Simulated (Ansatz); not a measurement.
Ga under changes of volume

One of the cells (19.595 Å³/atom); the others are scaled copies at fixed shape and fractional positions:

```xyz
4
Lattice="2.2615 -3.8305 0.0000 2.2615 3.8305 0.0000 0.0000 0.0000 4.5240" Properties=species:S:1:pos:R:3 pbc="T T T"
Ga    2.2615    1.1867    1.8956
Ga    2.2615    2.6438    4.1576
Ga    2.2615   -1.1867    2.6284
Ga    2.2615   -2.6438    0.3664
```

| Quantity | Value |
| --- | --- |
| Program | Ansatz 0.2.0 |
| Functional | PBEsol |
| Potentials or basis | Ansatz PAW |
| Cutoff | 420 eV (not typed: the program's choice for these potentials) |
| k mesh | 7 × 7 × 6 |
| Occupations | fermi-dirac, width 0.05 eV |
| Spin | no spin polarisation |

```csv
volume (Å³/atom),energy over the lowest point (meV/atom),pressure (GPa),largest force (eV/Å)
18.419,?,?,?
18.811,0.34,0.8,0.129
19.203,0.00,-0.5,0.127
19.595,2.60,-1.6,0.125
19.987,7.75,-2.5,0.123
20.379,15.11,-3.4,0.121
20.771,24.32,-4.1,0.120
```

Problem. What does the run at 18.419 Å³/atom give?

Solution. Energy over the lowest point 3.96 meV/atom; pressure 2.2 GPa; largest force 0.131 eV/Å.

Worked out: A Birch-Murnaghan fit of order 3 (a polynomial in V^(-2/3)) to the other rows has its minimum at 19.05 Å³/atom with B0 = V·E''(V) = 62 GPa and B' = 6.2 at fixed shape and positions, which overstates the stiffness. It gives 4.11 meV/atom at 18.419 Å³/atom, against the run's 3.96, and -dE/dV = 2.3 GPa, against 2.2.

Energies are extrapolated to zero smearing.

Caveats: the PAW data sets come from PBE, with cores solved anew for the run's functional, which leaves a small shift of forces and pressure.
